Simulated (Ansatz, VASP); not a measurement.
## One calculation of Si2W, two programs

```xyz
3
Lattice="-1.6069 1.6069 3.8758 1.6069 -1.6069 3.8758 1.6069 1.6069 -3.8758" Properties=species:S:1:pos:R:3 pbc="T T T"
W     0.0000    0.0000    0.0000
Si    0.0000    0.0000    5.1571
Si    0.0000    0.0000    2.5945
```

Alike in both runs: task single point; functional PBEsol; k mesh 10 × 10 × 10; occupations fermi-dirac, width 0.05 eV; no spin polarisation.

```csv
,VASP,Ansatz
version,VASP 6.6.1,Ansatz 0.2.0
potentials or method,"VASP PAW PBE potentials, release 64 (W_sv, Si)",Ansatz PAW
plane-wave cutoff (eV),520,420
valence electrons in the cell,22,22
```

|  | VASP | Ansatz | Ansatz less VASP |
| --- | --- | --- | --- |
| gap on the k mesh at the Fermi level (eV) | none | none | - |
| pressure (GPa) | 1.0 | 0.6 | -0.35 |
| largest component of the traceless stress (GPa) | 3.34 | 3.36 | +0.025 |
| rms of the force components (eV/Å) | 0.011 | 0.009 | -0.0021 |

Atom by atom the forces differ by 0.002 eV/Å (rms over components). A gap of «none» marks a metal or a gap that the smearing closes.

Caveats: the PAW data sets were made with another functional, which shifts forces and pressure a little (VASP); the PAW data sets come from PBE, with cores solved anew for the run's functional, which leaves a small shift of forces and pressure (Ansatz). The runs have no spin-orbit coupling, so splittings on W are missing.
